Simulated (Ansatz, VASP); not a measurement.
GaSb in VASP and in Ansatz

```
CELL_PARAMETERS angstrom
0.00000 3.05900 3.05900
3.05900 0.00000 3.05900
3.05900 3.05900 0.00000
ATOMIC_POSITIONS crystal
Sb 0.75000 0.75000 0.75000
Ga 0.00000 0.00000 0.00000
```

Alike in both runs: functional LDA; k mesh 6 × 6 × 6; occupations fermi-dirac, width 0.05 eV; non-collinear spin, spin-orbit coupling.

|  | VASP | Ansatz |
| --- | --- | --- |
| version | VASP 6.6.1 | Ansatz 0.2.0 |
| potentials or method | VASP PAW LDA potentials, release 64 (Sb, Ga_d), cutoff 520 eV | all-electron LAPW, relativistic spinors |
| task | single point | band structure |

VASP gave:

```
gap on the k mesh at the Fermi level (eV) : none
pressure (GPa)                            : -1.4
net moment per atom (μB)                  : 0.00
```

Problem. What did Ansatz give for the same quantities?

Solution. gap on the k mesh at the Fermi level (eV): none; pressure (GPa): -1.6; net moment per atom (μB): 0.00.

A gap of «none» marks a metal or a gap that the smearing closes. Ansatz ran all-electron here, so the differences hold the error of VASP's frozen core and of both bases.

Caveats: the k mesh is thin for a metal, which can move the energy by tens of meV per atom (Ansatz); this crystal is a semiconductor, whose small gap the functional closes, so the metal is an error of the method (Ansatz).
